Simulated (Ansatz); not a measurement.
Method: Ansatz 0.2.0, DFT PBE, scalar-relativistic, plane waves, PAW. Settings: cutoff 420 eV, Γ-centred meshes spaced at most about 0.3 Å⁻¹ (2π included), Gaussian smearing. No spin polarisation.

All energies are static (0 K, no zero-point motion).

Question: Order these relaxed structures of CdH6 by energy, lowest first, with the energy over the lowest of them.
1.

```
CELL_PARAMETERS angstrom
5.96631 0.00000 0.00000
0.00000 5.96631 0.00000
0.00000 0.00000 5.96631
ATOMIC_POSITIONS crystal
Cd 0.00000 0.00000 0.00000
H 0.06288 0.50000 0.50000
H 0.50000 0.06288 0.50000
H 0.93712 0.50000 0.50000
H 0.50000 0.93712 0.50000
H 0.50000 0.50000 0.06288
H 0.50000 0.50000 0.93712
```

2.

```
CELL_PARAMETERS angstrom
0.00000 3.01766 3.01766
3.01766 0.00000 3.01766
3.01766 3.01766 0.00000
ATOMIC_POSITIONS crystal
Cd 0.50000 0.50000 0.50000
H 0.08818 0.41182 0.41182
H 0.41182 0.08818 0.08818
H 0.08818 0.41182 0.08818
H 0.41182 0.08818 0.41182
H 0.08818 0.08818 0.41182
H 0.41182 0.41182 0.08818
```

Answer: 1 (0 meV/atom), 2 (709 meV/atom). Forms: cell 1 Pm-3m; cell 2 F-43m. Counting H atoms around Cd (those within 1.25 times the shortest such distance or 1.15 times the sum of covalent radii, 1.27 where that leaves under three; the shortest distance is added where it exceeds 1.18 times the sum of covalent radii): cell 1 has Cd 24 from 4.2 Å; cell 2 has Cd 12. Cell 1 holds H–H pairs as short as in free H₂ molecules (shortest 0.75 Å); in cell 2 the shortest H–H distance is 1.38 Å. Both come from invented guesses. Shaken at random and relaxed again, cell 1 came back. Even the lowest of the cells shown lies +0.10 eV/atom against the elements.

Weakly bound directions are ill-defined at this level, which has no dispersion term (Pm-3m), and this can change margins and order among such cells. Cd atoms have no neighbour within bonding distance in Pm-3m, so such a cell has in effect fallen apart. With hydrogen, zero-point motion can shift such differences by 10 meV/atom or more. Cells without such a test can be saddle points. Some types were kept out of the candidates beforehand, so the set may lack a known form.
